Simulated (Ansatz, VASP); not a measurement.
**One calculation of Rb, two programs**

The input INCAR:

```
SYSTEM = Rb
ALGO = Normal ; EDIFF = 1E-7
ENCUT = 520 ; GGA = CA
ISIF = 2 ; ISMEAR = -1
LASPH = .TRUE. ; LCHARG = .FALSE.
LREAL = .FALSE. ; LWAVE = .FALSE.
NBANDS = 10 ; NELM = 80
PREC = Accurate ; SIGMA = 0.1
```

The input KPOINTS:

```
k-points
0
G
  14 14 14
  0 0 0
```

The input POSCAR:

```
Rb
1.0
   -2.7893704069      2.7893704069      2.7893704069
    2.7893704069     -2.7893704069      2.7893704069
    2.7893704069      2.7893704069     -2.7893704069
Rb
1
Direct
    0.0000000000      0.0000000000      0.0000000000
```

Input for Ansatz:

```yaml
crystal:
  lattice:
    - [-2.7893704069, 2.7893704069, 2.7893704069]
    - [2.7893704069, -2.7893704069, 2.7893704069]
    - [2.7893704069, 2.7893704069, -2.7893704069]
  atoms:
    - { symbol: Rb, position: [0.0, 0.0, 0.0] }
hamiltonian:
  xc: lda
  pseudopotentials:
    kind: paw
    azcp:
      Rb: "pseudopotentials/Rb.paw.azcp"
basis:
  ecutwfc: 420
  fft_grid_basis: typed
kpoints:
  mp_grid: { grid: [14, 14, 14], shift: [0, 0, 0] }
magnetization:
  spin_polarized: false
scf:
  occupations: { method: fermi_dirac, width: 0.1 }
output:
  stress: true
```

Alike in both runs: task single point; functional LDA; k mesh 14 × 14 × 14; occupations fermi-dirac, width 0.1 eV; no spin polarisation.

|  | VASP | Ansatz |
| --- | --- | --- |
| version | VASP 6.6.1 | Ansatz 0.2.0 |
| potentials or method | VASP PAW LDA potentials, release 64 (Rb_sv) | plane waves (420 eV) with PAW, scalar-relativistic |
| plane-wave cutoff (eV) | 520 | 420 |
| valence electrons in the cell | 9 | 9 |

```tsv
	VASP	Ansatz	Ansatz less VASP
pressure (GPa)	-0.3	-0.3	0.00
```

Ansatz warned: «pseudo_functional_mismatch».
